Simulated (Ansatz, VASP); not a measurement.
C in VASP and in Ansatz

```
C
1.0
     4.03018    0.00000    0.00000
    -2.01509    3.49023    0.00000
     0.00000    0.00000    1.24110
C
3
Cartesian
  0.0000 0.0000 0.0000
  0.0000 2.3268 0.6205
  2.0151 1.1634 0.6205
```

Change from the starting cell: volume scaled by 0.43, PAW files.

Alike in both runs: task single point; functional PBE; k mesh 12 × 12 × 16; occupations fermi-dirac, width 0.05 eV; no spin polarisation.

|  | VASP | Ansatz |
| --- | --- | --- |
| version | VASP 6.6.1 | Ansatz 0.2.0 |
| potentials or method | VASP PAW PBE potentials, release 64 (C) | PAW with Ansatz's default frozen-core files, scalar-relativistic |
| plane-wave cutoff (eV) | 520 | 420 |
| valence electrons in the cell | 12 | 12 |

Ansatz gave:

```
pressure (GPa)                                  : 122.2
largest component of the traceless stress (GPa) : 0.32
```

Q: What did VASP give for the same quantities?

A: Pressure (GPa): 121.8; largest component of the traceless stress (GPa): 0.35.

Caveats: the cell as given lies far from equilibrium; so large a pressure means that the cell lies far from this level's equilibrium, or that cutoff or potentials fall short (VASP).
